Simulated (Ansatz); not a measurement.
The system is As.

```
As
1.0
     2.70368    0.00000    0.00000
     0.00000    2.70368    0.00000
     0.00000    0.00000    2.70368
As
1
Direct
  0.50000 0.50000 0.50000
```

This isn't the form of As at room conditions, which is rhombohedral.

Base run:

```yaml
Program: Ansatz 0.2.0
Functional: PBE
Potentials_or_basis: Ansatz PAW
Cutoff: "420 eV (not typed: the program's choice for these potentials)"
k_mesh: 10 × 10 × 10
Occupations: fermi-dirac, width 0.05 eV
Spin: no spin polarisation
```

Its results: band gap on the k mesh none (metal or under the smearing width); pressure 2.2 GPa.

The run is repeated on the same cell with these changes: functional from PBE to LDA. What comes out?

Band gap on the k mesh none (metal or under the smearing width); pressure -3.2 GPa.

LDA binds more tightly than PBE, so the same cell stands under less pressure.

Caveats: the PAW data sets come from PBE, with cores solved anew for the run's functional, which leaves a small shift of forces and pressure (some runs).
